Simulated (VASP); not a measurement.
## How uniaxial stress along [0001] changes GaN (P6_3mc)

Wanted: the response of GaN to uniaxial stress along [0001], as a table, with a fit that predicts a row left out.

Main program and level: VASP 6.6.1; LDA; plane waves and PAW (Ga_d, N), in the first sound run; inputs show where later runs differ.

### Step 1. The starting structure

It takes space group P6_3mc (No. 186, hexagonal). Conventional cell: a = 3.189 Å, b = 3.189 Å, c = 5.185 Å, α = 90.00°, β = 90.00°, γ = 120.00°. Nearest to Ga lie 4 N at 1.95 Å. Nearest to N lie 4 Ga at 1.95 Å. Farther neighbours and most contacts between anions are not listed.

As a file:

```xyz
4
Lattice="3.1890 0.0000 0.0000 -1.5945 2.7618 0.0000 0.0000 0.0000 5.1850" Properties=species:S:1:pos:R:3 pbc="T T T"
Ga    0.0000    1.8412    0.0000
Ga    1.5945    0.9206    2.5925
N     0.0000    1.8412    1.9547
N     1.5945    0.9206    4.5472
```

### Step 2. Relax the crystal, LDA

The series starts from the cell that this level prefers, so that zero strain is near zero stress.

This step took 2 runs in a row; the last is shown.

Level: LDA; plane waves and PAW (Ga_d, N).

Input file INCAR:

```
SYSTEM = GaN
PREC = Accurate
ENCUT = 600
EDIFF = 1E-07
NELM = 120
ISMEAR = 0
SIGMA = 0.02
LREAL = .FALSE.
ALGO = Normal
GGA = CA
NBANDS = 24
LASPH = .TRUE.
LORBIT = 11
LWAVE = .FALSE.
LCHARG = .FALSE.
KPAR = 16
IBRION = 2
NSW = 40
ISIF = 3
EDIFFG = -0.005
POTIM = 0.4
```

Input file POSCAR:

```
GaN
1.0
    3.1569863172      0.0000000000      0.0000000000
   -1.5784931586      2.7340303504      0.0000000000
    0.0000000000      0.0000000000      5.1462929250
Ga N
2 2
Direct
    0.3333333333      0.6666666667      0.0002840340
    0.6666666667      0.3333333333      0.5002840340
    0.3333333333      0.6666666667      0.3767159660
    0.6666666667      0.3333333333      0.8767159660
```

Input file KPOINTS:

```
Automatic mesh
0
Gamma
11 11 6
0 0 0
```

Potentials, in the order of the species: Ga_d and N (LDA family, release 64).

Started as:

```bash
mpirun -np 16 vasp_std
```

Log:

```text
[banner, memory and clock lines left out]
running   16 mpi-ranks, on    1 nodes
[...]
|                                                                             |
|           W    W    AA    RRRRR   N    N  II  N    N   GGGG   !!!           |
|           W    W   A  A   R    R  NN   N  II  NN   N  G    G  !!!           |
|           W    W  A    A  R    R  N N  N  II  N N  N  G       !!!           |
|           W WW W  AAAAAA  RRRRR   N  N N  II  N  N N  G  GGG   !            |
|           WW  WW  A    A  R   R   N   NN  II  N   NN  G    G                |
|           W    W  A    A  R    R  N    N  II  N    N   GGGG   !!!           |
|                                                                             |
|     For optimal performance we recommend to set                             |
|       NCORE = 2 up to number-of-cores-per-socket                            |
|     NCORE specifies how many cores store one orbital (NPAR=cpu/NCORE).      |
|     This setting can greatly improve the performance of VASP for DFT.       |
[...]
|     Unfortunately you need to use the default for GW and RPA                |
|     calculations (for HF NCORE is supported but not extensively tested      |
|     yet).                                                                   |
|                                                                             |

 LDA part: xc-table for (Slater(with rela. corr.)+CA(PZ))
 , standard interpolation
 POSCAR, INCAR and KPOINTS ok, starting setup
[...]
entering main loop
       N       E                     dE             d eps       ncg     rms          rms(c)
DAV:   1     0.288841831608E+03    0.28884E+03   -0.19784E+04  3304   0.308E+03
DAV:   2     0.410890412014E+01   -0.28473E+03   -0.27190E+03  3328   0.555E+02
DAV:   3    -0.310434465421E+02   -0.35152E+02   -0.34797E+02  3760   0.150E+02
DAV:   4    -0.320413851891E+02   -0.99794E+00   -0.99632E+00  3664   0.283E+01
[...]
DAV:  17    -0.279114099440E+02    0.34773E-05   -0.71417E-06  5096   0.255E-02    0.881E-03
DAV:  18    -0.279114096128E+02    0.33115E-06   -0.15179E-06  4936   0.113E-02    0.277E-03
DAV:  19    -0.279114095734E+02    0.39388E-07   -0.15612E-07  2080   0.356E-03
   1 F= -.27911410E+02 E0= -.27911410E+02  d E =-.279114E+02
[...]
reached required accuracy - stopping structural energy minimisation
```

Elapsed: 8.8 s, on 16 MPI ranks of Intel Xeon Platinum 8488C (Sapphire Rapids), shared host; peak memory 3.5 GiB.

Lines that name or quote the potential files are left out of all logs, and their timing lines are given in words.

Parts of OUTCAR (step 2):

```text
  Total        0.0055260      0.0055260      0.0109272      0.0000000      0.0000000     -0.0000000
  in kB        0.1993194      0.1993194      0.3941395      0.0000000      0.0000000     -0.0000000
  external PRESSURE =       0.2642594 kB  Pullay stress =       0.0000000 kB

 POSITION                                       TOTAL-FORCE (eV/Angst)
 -----------------------------------------------------------------------------------
     -0.00000      1.82269      0.00146         0.000000     -0.000000      0.000813
      1.57849      0.91134      2.57461        -0.000000      0.000000      0.000813
     -0.00000      1.82269      1.93869         0.000000      0.000000     -0.000813
      1.57849      0.91134      4.51184        -0.000000      0.000000     -0.000813
 -----------------------------------------------------------------------------------
    total drift:                               -0.000000     -0.000000      0.000639

  FREE ENERGIE OF THE ION-ELECTRON SYSTEM (eV)
  ---------------------------------------------------
  free  energy   TOTEN  =       -27.9114095734 eV

  energy  without entropy=      -27.9114095734  energy(sigma->0) =      -27.91140957

 reached required accuracy - stopping structural energy minimisation

[... 3 further parts left out ...]
[key lines of the parts left out:]
E-fermi :   5.5396
```

This run gave:

- energy(sigma→0) of the program: -27.9114 eV
- stress, compression positive: xx, yy, zz 0.02, 0.02, 0.04 GPa
- volume: 44.419 Å³
- ionic steps: 1

### Step 3. Strain across the axis, LDA

One member in full: the axis is strained by -2 %, and the two directions across it are strained alike until their mean stress is under 0.012 GPa or five steps are spent.

This step took 3 runs, each at a new trial strain with the atoms of the one before; the last is shown.

Level: LDA; plane waves and PAW (Ga_d, N).

INCAR: that of step 2 with these lines changed.

```diff
@@ -15,7 +15,7 @@
 LCHARG = .FALSE.
-KPAR = 16
-IBRION = 2
-NSW = 40
-ISIF = 3
-EDIFFG = -0.005
-POTIM = 0.4
+KPAR = 4
+IBRION = 1
+NSW = 25
+ISIF = 2
+EDIFFG = -0.004
+POTIM = 0.3
```

Input file POSCAR:

```
GaN
1.0
    3.1704582130      0.0000000000      0.0000000000
   -1.5852291060      2.7456973540      0.0000000000
    0.0000000000      0.0000000000      5.0433670660
Ga N
2 2
Direct
    0.3333333333      0.6666666667      0.9980448108
    0.6666666667      0.3333333333      0.4980448108
    0.3333333333      0.6666666667      0.3789551892
    0.6666666667      0.3333333333      0.8789551892
```

KPOINTS is that of step 2.

Started as:

```bash
mpirun -np 4 vasp_std
```

Log:

```text
[banner, memory and clock lines left out]
running    4 mpi-ranks, on    1 nodes
[...]
LDA part: xc-table for (Slater(with rela. corr.)+CA(PZ))
 , standard interpolation
 POSCAR, INCAR and KPOINTS ok, starting setup
[...]
entering main loop
       N       E                     dE             d eps       ncg     rms          rms(c)
DAV:   1     0.287132753532E+03    0.28713E+03   -0.19748E+04  3280   0.307E+03
DAV:   2     0.333501271370E+01   -0.28380E+03   -0.27150E+03  3352   0.547E+02
DAV:   3    -0.310399097549E+02   -0.34375E+02   -0.34059E+02  3648   0.150E+02
DAV:   4    -0.320765307543E+02   -0.10366E+01   -0.10344E+01  3840   0.288E+01
[...]
DAV:  17    -0.278901717605E+02    0.13498E-05   -0.22191E-06  4824   0.143E-02    0.100E-02
DAV:  18    -0.278901712263E+02    0.53416E-06   -0.10655E-06  4264   0.100E-02    0.381E-03
DAV:  19    -0.278901711783E+02    0.47970E-07   -0.30811E-07  2544   0.372E-03
   1 F= -.27890171E+02 E0= -.27890171E+02  d E =-.278902E+02
 BRION: g(F)=  0.843E-07 g(S)=  0.000E+00
 reached required accuracy - stopping structural energy minimisation
```

Elapsed: 23 s, on 4 MPI ranks; peak memory 0.78 GiB; 72 s of CPU time.

Parts of OUTCAR (step 3):

```text
  Total        0.0008212      0.0008212      2.0185297      0.0000000     -0.0000000      0.0000000
  in kB        0.0299701      0.0299701     73.6631769      0.0000000     -0.0000000      0.0000000
  external PRESSURE =      24.5743723 kB  Pullay stress =       0.0000000 kB

 POSITION                                       TOTAL-FORCE (eV/Angst)
 -----------------------------------------------------------------------------------
      0.00000      1.83046      5.03351         0.000000      0.000000     -0.000853
      1.58523      0.91523      2.51182        -0.000000      0.000000     -0.000853
      0.00000      1.83046      1.91121        -0.000000      0.000000      0.000853
      1.58523      0.91523      4.43289        -0.000000      0.000000      0.000853
 -----------------------------------------------------------------------------------
    total drift:                               -0.000000     -0.000000      0.001028

  FREE ENERGIE OF THE ION-ELECTRON SYSTEM (eV)
  ---------------------------------------------------
  free  energy   TOTEN  =       -27.8901711783 eV

  energy  without entropy=      -27.8901711783  energy(sigma->0) =      -27.89017118

[... 2 parts as in an earlier step ...]

[... 2 further parts left out ...]
[key lines of the parts left out:]
E-fermi :   5.6479
```

Read from the output:

| Item | Value |
| --- | --- |
| energy(sigma→0) of the program | -27.8902 eV |
| stress, compression positive | xx, yy, zz 0.00, 0.00, 7.37 GPa |
| ionic steps | 1 |

### Step 4. Band edges, HSE06

Short lines in KPOINTS_OPT sample the zone centre along and across the axis, for masses, and the other valleys.

Level: HSE06; plane waves and PAW (Ga_d, N).

Input file INCAR:

```
SYSTEM = GaN
PREC = Accurate
ENCUT = 600
EDIFF = 1E-06
NELM = 100
ISMEAR = 0
SIGMA = 0.02
LREAL = .FALSE.
ALGO = Normal
LHFCALC = .TRUE.
AEXX = 0.25
GGA = PE
HFSCREEN = 0.2
LASPH = .TRUE.
NBANDS = 23
PRECFOCK = Fast
LWAVE = .FALSE.
LCHARG = .FALSE.
KPAR = 4
```

POSCAR is that of step 3.

Input file KPOINTS:

```
Automatic mesh
0
Gamma
6 6 3
0 0 0
```

Input file KPOINTS_OPT:

```
Line mode
6
Line-mode
Reciprocal
  0.00000000   0.00000000   0.00000000
  0.00000000   0.00000000   0.04013384

  0.00000000   0.00000000   0.00000000
 -0.02522970   0.01261485   0.00000000

  0.50000000   0.00000000   0.00000000
  0.50000000   0.00000000   0.50000000

  0.33333333   0.33333333   0.00000000
  0.33333333   0.33333333   0.50000000
```

Started as:

```bash
mpirun -np 4 vasp_std
```

Log:

```text
[banner, memory and clock lines left out]
running    4 mpi-ranks, on    1 nodes
[...]
|                                                                             |
|               ----> ADVICE to this user running VASP <----                  |
|                                                                             |
|     You enforced a specific xc type in the INCAR file but a different       |
|     [... a line on the potential file left out ...]
|     I HOPE YOU KNOW WHAT YOU ARE DOING!                                     |
|                                                                             |

 LDA part: xc-table for (Slater+PW92), standard interpolation
 found WAVECAR, reading the header
 POSCAR, INCAR and KPOINTS ok, starting setup
[...]
reading WAVECAR
 the WAVECAR file was read successfully
 initial charge from wavefunction
 entering main loop
       N       E                     dE             d eps       ncg     rms          rms(c)
DAV:   1    -0.295638195271E+02   -0.29564E+02   -0.25070E+00   940   0.388E+01    0.122E+00
DAV:   2    -0.295433871340E+02    0.20432E-01   -0.23755E-01  1068   0.897E+00    0.824E-01
DAV:   3    -0.295309452145E+02    0.12442E-01   -0.40395E-02  1026   0.324E+00    0.483E-01
DAV:   4    -0.295301941170E+02    0.75110E-03   -0.77265E-03  1114   0.102E+00    0.258E-01
[...]
DAV:   9    -0.295296346092E+02    0.55293E-05   -0.32683E-06   791   0.186E-02    0.133E-02
DAV:  10    -0.295296328522E+02    0.17569E-05   -0.12821E-06   570   0.999E-03    0.796E-03
DAV:  11    -0.295296322660E+02    0.58620E-06   -0.46247E-07   469   0.648E-03
   1 F= -.29529632E+02 E0= -.29529632E+02  d E =-.750224E-14
 Start KPOINTS_OPT (optional k-point list driver)
k-point batch [1-14\24]
       N       E                     dE             ncg
DAV:   1     0.203488221729E+04   -0.14214E+04      684
DAV:   2    -0.240403371651E+04   -0.44389E+04      686
DAV:   3    -0.303270553832E+04   -0.62867E+03      721
DAV:   4    -0.307321113302E+04   -0.40506E+02      904
DAV:   5    -0.307414760910E+04   -0.93648E+00      849
DAV:   6    -0.307417334100E+04   -0.25732E-01      972
DAV:   7    -0.307417402280E+04   -0.68179E-03      764
DAV:   8    -0.307417404392E+04   -0.21130E-04      755
DAV:   9    -0.307417404468E+04   -0.75827E-06      546
k-point batch [15-24\24]
       N       E                     dE             ncg
DAV:   1     0.437346732520E+04   -0.15638E+05      483
DAV:   2     0.120887927681E+04   -0.31646E+04      474
DAV:   3     0.801004208152E+03   -0.40788E+03      530
DAV:   4     0.780673587452E+03   -0.20331E+02      612
DAV:   5     0.780212687518E+03   -0.46090E+00      602
DAV:   6     0.780198022938E+03   -0.14665E-01      736
DAV:   7     0.780197696738E+03   -0.32620E-03      587
DAV:   8     0.780197690994E+03   -0.57442E-05      555
DAV:   9     0.780197690764E+03   -0.22997E-06      405
```

The job ended after 15 min (4 MPI ranks; peak memory 1.2 GiB; 49 min of CPU time).

OUTCAR, selected parts (step 4):

```text
  LATTYP: Found a hexagonal cell.
 ALAT       =     3.1704582130
 C/A-ratio  =     1.5907375929

 Subroutine GETGRP returns: Found 12 space group operations
 (whereof  6 operations were pure point group operations)

The static configuration has the point symmetry C_3v.
 The point group associated with its full space group is C_6v.

 Found     14 irreducible k-points:

   k-points           NKPTS =     14   k-points in BZ     NKDIM =    108   number of bands    NBANDS=     23

   dimension x,y,z NGX =    28 NGY =   28 NGZ =   40
   dimension x,y,z NGXF=    56 NGYF=   56 NGZF=   80

   ENCUT  =  600.0 eV  44.10 Ry    6.64 a.u.   6.33  6.33 10.07*2*pi/ulx,y,z

   NELECT =      36.0000    total number of electrons

  exchange ACFDT corr.  =         0.00000000  see jH, gK, PRB 81, 115126

 E-fermi :   5.1501

 k-point     1 :       0.0000    0.0000    0.0000
  band No.  band energies     occupation
    ...
     14       3.7176      2.00000
     15       3.7176      2.00000
     16       4.9583      2.00000
     17       4.9583      2.00000
     18       5.0535      2.00000
     19       8.5447      0.00000
     20      10.7275      0.00000
     21      16.4460      0.00000
     22      16.5110      0.00000
     23      16.5110      0.00000

 k-point     2 :       0.1667   -0.0000    0.0000
  band No.  band energies     occupation
    ...
     14       1.9110      2.00000
     15       3.1424      2.00000
     16       3.2018      2.00000
     17       4.6951      2.00000
     18       4.7098      2.00000
     19      10.0889      0.00000
     20      12.0976      0.00000
     21      14.9071      0.00000
     22      15.7348      0.00000
     23      17.2659      0.00000

 POSITION                                       TOTAL-FORCE (eV/Angst)
 -----------------------------------------------------------------------------------
      0.00000      1.83046      5.03351         0.000000     -0.000000     -0.026270
      1.58523      0.91523      2.51182        -0.000000      0.000000     -0.026270
      0.00000      1.83046      1.91121        -0.000000      0.000000      0.026270
      1.58523      0.91523      4.43289         0.000000     -0.000000      0.026270
 -----------------------------------------------------------------------------------
    total drift:                               -0.000000      0.000009      0.000905

  FREE ENERGIE OF THE ION-ELECTRON SYSTEM (eV)
  ---------------------------------------------------
  free  energy   TOTEN  =       -29.5296322660 eV

  energy  without entropy=      -29.5296322660  energy(sigma->0) =      -29.52963227

[... 1 part as in an earlier step ...]

[... 7 further parts left out ...]
```

Read from the output:

```
energy(sigma→0) of the program : -29.5296 eV
```

### Step 5. The whole series

Hybrid runs start from orbitals of a short LDA run, not shown.

Runs beyond LDA use the data sets made with LDA; this shifts their levels slightly, and their total energies have another zero.

The other members went through these steps as far as the tables show, with the same cutoff and, step by step, the same mesh; 41 runs are not shown. The session took 8.9 core hours (wall time by ranks) on a shared machine.

```tsv
strain along the axis (%)	strain across the axis (%)	stress along the axis, tension positive (GPa)	energy above the unstrained row (meV/atom)	gap on the mesh, LDA (eV)
-2.000	0.427	-7.366	5.311	2.178
-1.500	0.316	-5.546	3.025	2.177
-1.000	0.209	-3.727	1.377	2.174
-0.500	0.106	-1.883	0.369	2.155
0	0.005	-0.033	0.000	2.113
0.500	-0.094	1.803	0.267	2.069
1.000	-0.191	3.630	1.168	2.023
1.500	-0.280	5.479	2.663	1.976
2.000	-0.368	7.307	4.824	1.927
```

Slopes at zero strain, from cubics through all rows: strain ratio -0.200, stress over strain 368 GPa.

Band edges at HSE06, counted from the valence-band top at Γ, with one row partly withheld:

```tsv
strain along the axis (%)	gap (eV)	conduction band at Γ (eV)	lowest conduction level on M–L (eV)	second valence level below the top (eV)	third valence level below the top (eV)
-2.000	3.491	3.491	5.588	0.095	0.095
-1.500	3.486	3.486	5.581	0.061	0.061
-1.000	3.479	3.479	5.574	0.025	0.025
-0.500	3.461	3.461	5.557	0.000	0.009
0	3.415	3.415	5.514	0.000	0.044
0.500	3.368	3.368	5.469	0.000	0.080
1.000	3.318	3.318	5.424	0.000	0.116
1.500	?	?	5.378	0.000	0.151
2.000	3.214	3.214	5.332	0.000	0.186
```

Conduction masses, in electron masses:

```tsv
strain along the axis (%)	conduction mass at Γ, along the strain axis or the normal of the plane	conduction mass at Γ, across the strain axis or in the plane
-2.000	0.214	0.220
-1.500	0.209	0.219
-1.000	0.204	0.218
-0.500	0.200	0.220
0	0.196	0.218
0.500	0.193	0.220
1.000	0.188	0.217
1.500	0.183	0.217
2.000	0.180	0.217
```

### Step 6. A fit to the known rows

The quantity to fit is the conduction level at Γ above the mean of the three top valence levels at HSE06: 3.555, 3.526, 3.496, 3.464, 3.430, 3.395, 3.357, 3.276 eV in the rows shown.

Fitting a parabola to the 8 known rows (e: strain in %) gives E = − 0.003656 e² − 0.06958 e + 3.430 in eV; the residuals are 1.5e-4 eV r.m.s.

At e = 1.5 this predicts 3.3175 eV.

### Step 7. The withheld row

The calculation gives 3.3176 eV, so the prediction is 0.0001 eV too low.

### Step 8. Summary of results

- Poisson ratio: 0.200
- Young's modulus along the axis: 368 GPa
- gap of the unstrained cell, HSE06: 3.42 eV
- slope at zero strain of the conduction level at Γ above the mean of the three top valence levels, HSE06: -70 meV per %
- error of the predicted row: -0.1 meV

As a check, the curvature of the energy gives 364 GPa for the same modulus (energy per volume = E/2 × strain²), 1 % from the slope of the stress. The energy also has a linear term worth 0.15 GPa that the stress column lacks, a mark of the finite basis. At HSE06 the lowest conduction valley is Γ throughout, and the gap runs between 3.21 and 3.49 eV. Hole masses are left out throughout, since the top bands are degenerate or cross in many series; of conduction masses, those of the Γ, L and (for Si and Ge under (001) strain) Δ valleys are kept where they change by under an eighth between rows. A measured gap of unstrained GaN is 3.4 eV (arxiv:cond-mat/0412304, experimental optical band gap (direct, Gamma), temperature not given); the static gaps here belong to the lattice relaxed at LDA. HSE06 ran on a coarser mesh than the semilocal levels. Spin-orbit coupling is left out at HSE06, so the valence splittings there lack it. Temperature, zero-point motion and excitons are left out.

[Lines on the potential files, build, host, timing and source positions are cut from VASP's logs without a mark.]

[Logs are printed without paths, hosts, clocks, repeated set-up lines and the standing remarks that a program may print on its own settings, such as how far it seeks lower states.]

[Hosts, paths, dates, database ids (printed as entryN), source tags and the programs' standing remarks are cut or masked in the printed files.]

[In band tables of VASP the shares of atoms and orbitals are scaled to a sum of 1 inside the atoms' spheres.]
